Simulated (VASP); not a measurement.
A run of VASP 6.6.1:

Contents of INCAR:

```
SYSTEM = Cd
PREC = Accurate
ENCUT = 600
EDIFF = 1E-7
ISMEAR = -1
SIGMA = 0.05
LREAL = .False.
LASPH = .True.
NELM = 100
ALGO = Normal
ISIF = 3
LWAVE = .False.
LCHARG = .False.
GGA = 91
IBRION = 2
NSW = 40
EDIFFG = -0.01
```

Contents of KPOINTS:

```
Automatic mesh
0
Gamma
  10 10 10
  0 0 0
```

Contents of POSCAR:

```
Cd
1.0
   -1.7843220000      1.7843220000      1.7843220000
    1.7843220000     -1.7843220000      1.7843220000
    1.7843220000      1.7843220000     -1.7843220000
Cd
1
Direct
    0.0000000000      0.0000000000      0.0000000000
```

Potentials or basis: VASP PAW PBE potentials, release 64 (Cd).

Run with:

```bash
$ cat potpaw_PBE.64/Cd/POTCAR > POTCAR
$ mpirun -np 1 vasp_std > vasp.out
```

Hardware: 1 thread of Intel(R) Xeon(R) Platinum 8488C (Sapphire Rapids), on a shared host.

Task: Estimate the wall time of this run.

Result: Wall time 24 s on 1 thread of Intel(R) Xeon(R) Platinum 8488C (Sapphire Rapids), on a shared host, peak memory 0.16 GiB. Counts: scf iterations 25, k points 47, ion steps 3.
